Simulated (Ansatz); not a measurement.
The reference is ZnTe in the zinc blende structure (space group F-43m, No. 216; a = 6.066 Å).

All numbers come from PBEsol in Ansatz (plane waves to 420 eV, PAW, scalar-relativistic without spin-orbit coupling).

Carriers are added at fixed cell with a uniform background; the Fermi–Dirac width is that of 300 K.

One change was made to it. Results:

```csv
quantity,base,after
Fermi level relative to the doped band's edge (positive inside the band; to 0.05 eV),–,+0.20 eV
gap between the host's bands,1.24 eV,1.25 eV
gap character,direct at Γ,direct at Γ
```

Task: What was done to the base?
A) electrons 7.0×10^20 cm⁻³
B) holes 7.0×10^20 cm⁻³
C) holes 7.0×10^21 cm⁻³
D) electrons 2.0×10^21 cm⁻³

Result: B, holes 7.0×10^20 cm⁻³. For comparison, the Fermi level from band edge in the other runs: electrons 7.0×10^20 cm⁻³ gives +0.75 eV; holes 7.0×10^21 cm⁻³ gives +0.70 eV; electrons 2.0×10^21 cm⁻³ gives +0.95 eV.

Charged cell with a jellium background: band edges are those of the host's band count, energies are not comparable with the neutral cell, and many-body gap narrowing is missing. Spin-orbit coupling, missing from the scalar runs, can matter with Te. Whether these cells are dynamically stable was not tested.

Ansatz is a program for electronic structure.
